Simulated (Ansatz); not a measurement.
# Hg: the cost of one run

Program: Ansatz 0.2.0. Level of theory: DFT PBE, scalar-relativistic, plane waves, PAW. These are calculated values, not measurements.

### Step 1. The starting structure

Symmetry: P6_3/mmc, No. 194, hexagonal system. The conventional cell has a = 3.442 Å, b = 3.442 Å, c = 11.062 Å, α = 90.00°, β = 90.00°, γ = 120.00°. Around Hg (site symmetry -3m) lie 12 Hg at 3.41 to 3.44 Å. Hg (site symmetry -6m2) is surrounded by 12 Hg at 3.41 to 3.44 Å.

Coordinates:

```cif
data_structure
_symmetry_space_group_name_H-M 'P6_3/mmc'
_symmetry_Int_Tables_number 194
_cell_length_a 3.4419
_cell_length_b 3.4419
_cell_length_c 11.0623
_cell_angle_alpha 90.000
_cell_angle_beta 90.000
_cell_angle_gamma 120.000
_cell_volume 113.50
loop_
_atom_site_label
_atom_site_type_symbol
_atom_site_symmetry_multiplicity
_atom_site_Wyckoff_symbol
_atom_site_fract_x
_atom_site_fract_y
_atom_site_fract_z
_atom_site_occupancy
Hg1 Hg 2 a 0.00000 0.00000 0.00000 1
Hg2 Hg 2 c 0.33333 0.66667 0.25000 1
```

The structure comes from the Materials Project (structure only).

### Step 2. A random distortion, cell strained

What differs from the listed cell: strain xx, yy, zz, yz, xz, xy = +4.8, +4.3, +4.6, -0.2, +0.5, +0.0 %; atoms moved by 0.15 Å root mean square, at most 0.20 Å.

The input, input.yaml:

```yaml
crystal:
  lattice:
    - [3.6057429612, -0.0009981629, 0.0172097049]
    - [-1.8037359151, 3.1095119832, -0.0147155096]
    - [0.0553116566, -0.0226777792, 11.5731897699]
  atoms:
    - { symbol: Hg, position: [0.0466453603, 0.0164619776, 0.0028917955] }
    - { symbol: Hg, position: [0.3693789207, 0.7003957759, 0.2551688924] }
    - { symbol: Hg, position: [-0.0679644984, -0.0315518441, 0.4993708379] }
    - { symbol: Hg, position: [0.6519402174, 0.3146940907, 0.7425684742] }
basis:
  ecutwfc: 420
kpoints:
  mp_grid: { grid: [12, 12, 4] }
hamiltonian:
  xc: pbe
scf:
  occupations: { method: gaussian, width: 0.05 }
output:
  forces: true
  stress: true
  eigenvalues: true
```

What time and memory should one allow on 1 thread of an Arm CPU, shared host?

About 2.2 min, with a peak of 1.2 GiB.
